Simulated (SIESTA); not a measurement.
CdSe (Cadmoselite):

```
Cd Se
1.0
     4.30000    0.00000    0.00000
    -2.15000    3.72391    0.00000
     0.00000    0.00000    7.02000
Cd Se
2 2
Direct
  0.66667 0.33333 0.50000
  0.33333 0.66667 0.00000
  0.66667 0.33333 0.88500
  0.33333 0.66667 0.38500
```

Base run:

```yaml
Program: SIESTA 5.4.2
Functional: PBEsol
Potentials_or_basis: PseudoDojo 0.4 standard (PBEsol files)
Basis: DZP (energy shift 0.003 Ry; two zetas on semicore shells)
Grid_cutoff: 800 Ry
Energy_shift: 0.003 Ry
k_mesh: 7 × 7 × 4
Occupations: fermi-dirac, width 0.05 eV
Spin: no spin polarisation
```

Its results: band gap on the k mesh 0.81 eV, direct; pressure 0.4 GPa; largest force 0.306 eV/Å.

The run is repeated on the same cell with these changes: functional from PBEsol to LDA; potentials or basis from PseudoDojo 0.4 standard (PBEsol files) to PseudoDojo 0.4 standard (LDA files). What comes out?

Band gap on the k mesh 0.66 eV, direct; pressure -1.6 GPa; largest force 0.297 eV/Å.

Caveats: the basis of atomic orbitals isn't converged, which shifts pressures, moduli and gaps.
